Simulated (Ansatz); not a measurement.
Crystal: Mg.

```
CELL_PARAMETERS angstrom
3.17683 0.00000 0.00000
-1.58841 2.75121 0.00000
0.00000 0.00000 10.31886
ATOMIC_POSITIONS crystal
Mg 0.66667 0.33333 0.75000
Mg 0.00000 0.00000 0.50000
Mg 0.33333 0.66667 0.25000
Mg 0.00000 0.00000 0.00000
```

| Item | Value |
| --- | --- |
| Program | Ansatz 0.2.0 |
| Task | relaxation of cell and atoms |
| Functional | PBEsol |
| Dispersion | D3(BJ) |
| Potentials or basis | Ansatz PAW |
| Cutoff | 420 eV (not typed: the program's choice for these potentials) |
| k mesh | 10 × 10 × 3 |
| Occupations | fermi-dirac, width 0.05 eV |
| Spin | no spin polarisation |

At the start: volume 22.55 Å³/atom.

Question: Where does the relaxation end?

Answer: It ends after 4 steps and the volume is 21.47 Å³/atom (-4.8 %); space group P6_3/mmc (No. 194, to 0.05 Å).

Step by step:
```
step  energy change (eV)  largest force (eV/Å)  volume (Å³)
   1              0.0000                0.0000        90.19
   2             -0.0274                0.0000        86.31
   3             -0.0278                0.0000        85.87
   4             -0.0277                0.0000        85.87
```

Final structure:
```
Mg
1.0
     3.10944    0.00000    0.00000
    -1.55472    2.69285    0.00000
     0.00000    0.00000   10.25524
Mg
4
Direct
  0.66667 0.33333 0.75000
  0.00000 0.00000 0.50000
  0.33333 0.66667 0.25000
  0.00000 0.00000 0.00000
```

Caveat: the plane-wave basis is chosen anew once the cell has moved, so the energies of steps on either side of that aren't comparable; pairwise dispersion overbinds metals, which lowers pressure and volume; the PAW data sets come from PBE, with cores solved anew for the run's functional, which leaves a small shift of forces and pressure.
